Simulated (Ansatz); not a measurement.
## SiO2: do energies and stresses tell the same story?

These are results of DFT PBE, scalar-relativistic, plane waves, PAW (Ansatz 0.2.0), not measurements.

Settings: cutoff 420 eV, Γ-centred mesh 6×6×4 on the computed 9-atom cell, Gaussian smearing of 0.02 eV; no spin polarisation.

Relaxed cell: P6_422, a = 5.105 Å, b = 5.105 Å, c = 5.585 Å, α = 90.00°, β = 90.00°, γ = 120.00°, 9 atoms in the primitive cell. This form isn't the usual stable structure of the compound.

Energies at zero smearing and pressures from the stress tensor, at volumes with shape and atoms relaxed:
| V (Å³/atom) | E − E(first) (meV/atom) | P (GPa) |
| --- | --- | --- |
| 12.327 | 0.00 | 19.05 |
| 12.747 | -43.04 | 13.82 |
| 13.167 | -72.68 | 8.83 |
| 13.588 | -89.66 | 4.20 |
| 14.008 | -95.16 | 0.01 |
| 14.428 | -90.09 | -3.77 |
| 14.848 | -75.67 | -7.16 |
| 15.409 | -43.45 | -11.15 |

Question: Check P = −dE/dV between neighbouring volumes, and get the bulk modulus from the pressures alone.

Answer: With 1 eV/Å³ = 160.2 GPa:
| middle V (Å³/atom) | −ΔE/ΔV (GPa) | mean P (GPa) |
| --- | --- | --- |
| 12.537 | 16.411 | 16.436 |
| 12.957 | 11.297 | 11.326 |
| 13.377 | 6.475 | 6.516 |
| 13.798 | 2.096 | 2.107 |
| 14.218 | -1.933 | -1.878 |
| 14.638 | -5.495 | -5.462 |
| 15.128 | -9.213 | -9.154 |

The two differ by 0.06 GPa at most. The mean of two end pressures misses the average over a step by about ΔV² P″/12, up to 0.04 GPa here; with that taken off 0.02 GPa remains. Around V = 14.008 Å³/atom, the two neighbours give B = −V ΔP/ΔV = 14.008 × 7.97 / 0.840 = 132.9 GPa, against B0 = 132.1 GPa from the Birch–Murnaghan fit of the energies.